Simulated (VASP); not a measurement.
A run of VASP 6.6.1 is set up as follows.

Contents of INCAR:

```
  ALGO = Normal
  EDIFF = 1E-6
  ENCUT = 520
  GGA = PE
  ISIF = 2
  ISMEAR = 0
  LASPH = True
  LCHARG = True
  LELF = True
  LREAL = False
  LVHAR = True
  LWAVE = False
  NBANDS = 15
  NELM = 80
  PREC = Accurate
  SIGMA = 0.05
```

KPOINTS

```
k-points
0
Gamma
  7 7 7
```

POSCAR

```
KCl
1.0
    0.0000000000      3.1561000000      3.1561000000
    3.1561000000      0.0000000000      3.1561000000
    3.1561000000      3.1561000000      0.0000000000
K Cl
1 1
Direct
    0.0000000000      0.0000000000      0.0000000000
    0.5000000000      0.5000000000      0.5000000000
```

Potentials or basis: VASP PAW PBE potentials, release 64 (K_sv, Cl).

Command:

```bash
$ cat potpaw_PBE.64/K_sv/POTCAR potpaw_PBE.64/Cl/POTCAR > POTCAR
$ mpirun -np 1 vasp_std > vasp.out
```

Problem. Estimate the pressure.

Solution. 0.6 GPa.

Problem. Estimate the band gap on the k mesh.

Solution. 5.16 eV.

Caveat: an odd mesh through Γ misses points on the zone boundary, where band edges can lie.

**The experiment to reproduce.**

A printed reference work, monograph reports, for a bulk crystal of KCl: band gap 8.68 eV.

A measured gap of KCl is 8.68 eV (a printed reference work, monograph); the calculated 5.16 eV misses it by -3.52 eV. The value is that of PBE on a finite k mesh, which can miss the band edges, without temperature or zero-point motion. Semilocal functionals fall short of measured gaps as a rule.
